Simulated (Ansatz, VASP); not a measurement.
## One calculation of BiTe, two programs

INCAR

```
SYSTEM = BiTe
PREC = Accurate
ENCUT = 520
EDIFF = 1E-8
ISMEAR = -1
SIGMA = 0.03
LREAL = .False.
LASPH = .True.
NELM = 100
ALGO = Normal
ISIF = 2
LWAVE = .False.
LCHARG = .False.
GGA = PE
LEFG = .True.
NBANDS = 18
```

KPOINTS

```
Automatic mesh
0
Gamma
  10 10 10
  0 0 0
```

Contents of POSCAR:

```
BiTe
1.0
    0.0000000000      3.2984474805      3.2984474805
    3.2984474805      0.0000000000      3.2984474805
    3.2984474805      3.2984474805      0.0000000000
Bi Te
1 1
Direct
    0.0000000000      0.0000000000      0.0000000000
    0.5000000000      0.5000000000      0.5000000000
```

Input for Ansatz:

```yaml
crystal:
  lattice:
    - [0.0, 3.2984474805, 3.2984474805]
    - [3.2984474805, 0.0, 3.2984474805]
    - [3.2984474805, 3.2984474805, 0.0]
  atoms:
    - { symbol: Bi, position: [0.0, 0.0, 0.0] }
    - { symbol: Te, position: [0.5, 0.5, 0.5] }
kpoints:
  mp_grid: { grid: [10, 10, 10] }
scf:
  occupations: { method: fermi_dirac, width: 0.03 }
hamiltonian:
  xc: pbe
  pseudopotentials: { kind: paw }
output:
  forces: true
  stress: true
  eigenvalues: true
  efg: { contact_densities: true }
```

Change from the starting cell: volume scaled by 1.06, PAW files.

Alike in both runs: task electric field gradients; functional PBE; k mesh 10 × 10 × 10; occupations fermi-dirac, width 0.03 eV; no spin polarisation.

```csv
,VASP,Ansatz
version,VASP 6.6.1,Ansatz 0.2.0
potentials or method,"VASP PAW PBE potentials, release 64 (Bi_d, Te)","PAW with Ansatz's default frozen-core files, scalar-relativistic"
plane-wave cutoff (eV),520,420
valence electrons in the cell,21,31
```

|  | VASP | Ansatz | Ansatz less VASP |
| --- | --- | --- | --- |
| pressure (GPa) | -1.8 | -1.8 | +0.04 |
| Vzz of the field gradient on the site that differs most (V/Å²) | 0.0 | 0.0 | 0.00 |

The two sets of potentials don't hold the same shells in valence. Ansatz warned: «gradients_without_spin_orbit».

Caveats: spin-orbit coupling is left out, which moves the levels of the heavy elements.
